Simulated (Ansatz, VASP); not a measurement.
Pd in VASP and in Ansatz

```
Pd
1.0
     0.00000    1.92114    1.92114
     1.92114    0.00000    1.92114
     1.92114    1.92114    0.00000
Pd
1
Direct
  0.00000 0.00000 0.00000
```

Alike in both runs: task single point; functional LDA; k mesh 14 × 14 × 14; occupations fermi-dirac, width 0.6 eV; no spin polarisation.

|  | VASP | Ansatz |
| --- | --- | --- |
| version | VASP 6.6.1 | Ansatz 0.2.0 |
| potentials or method | VASP PAW LDA potentials, release 64 (Pd) | plane waves (420 eV) with PAW, scalar-relativistic |
| plane-wave cutoff (eV) | 520 | 420 |
| valence electrons in the cell | 10 | 18 |

Ansatz gave:

```
pressure (GPa) : 5.6
```

Problem. Estimate VASP's values.

Solution. Pressure (GPa): 5.9.

The two sets of potentials don't hold the same shells in valence. Ansatz warned: «pseudo_functional_mismatch».
